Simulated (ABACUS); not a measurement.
The system is MgB2.

```
Mg B
1.0
     3.08500    0.00000    0.00000
    -1.54250    2.67169    0.00000
     0.00000    0.00000    3.52300
Mg B
1 2
Cartesian
  0.0000 0.0000 0.0000
  1.5425 0.8906 1.7615
  0.0000 1.7811 1.7615
```

Base run:

* Program: ABACUS 3.10.1
* Functional: PBE
* Potentials or basis: PseudoDojo NC SR 0.4.1 PBE standard
* Cutoff: 1143 eV
* Density cutoff: 4572 eV
* Basis: plane waves
* k mesh: 10 × 10 × 8
* Occupations: fermi-dirac, width 0.05 eV
* Spin: no spin polarisation

Its results: band gap on the k mesh none (metal or under the smearing width); pressure -0.9 GPa.

Question: The run is repeated on the same cell with these changes: cutoff from 1143 eV to 1361 eV; density cutoff from 4572 eV to 5442 eV; basis from plane waves to DZP LCAO (the cutoffs set its grid). What comes out?

Answer: Band gap on the k mesh none (metal or under the smearing width); pressure -0.1 GPa.

Caveats: the atomic orbitals were generated for these runs and aren't a published set (some runs); the basis of atomic orbitals isn't converged, which shifts pressures, moduli and gaps (some runs).

Not every run made on this cell is shown here.
